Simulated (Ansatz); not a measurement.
BN:

```
CELL_PARAMETERS angstrom
0.00000 1.81300 1.81300
1.81300 0.00000 1.81300
1.81300 1.81300 0.00000
ATOMIC_POSITIONS crystal
N 0.25000 0.25000 0.25000
B 0.00000 0.00000 0.00000
```

The cell is a database's computed one.

Program: Ansatz 0.2.0. Alike in all runs: task band structure; potentials or basis Ansatz PAW; no spin polarisation; cell as given; k mesh 7 × 7 × 7; cutoff (eV) 420; smearing fermi-dirac 0.05 eV; the mesh is coarse, so values aren't converged.

Problem. Order these runs on this cell by their pressure, lowest first.
A. level HSEsol
B. level HSE03
C. level B3LYP

Solution. A (-13.4 GPa), B (-9.2 GPa), C (-2.9 GPa).

Caveats: all runs use coarse meshes; the PAW data sets come from PBE, with cores solved anew for the run's functional, which leaves a small shift of forces and pressure; the thresholds are loose for stress.
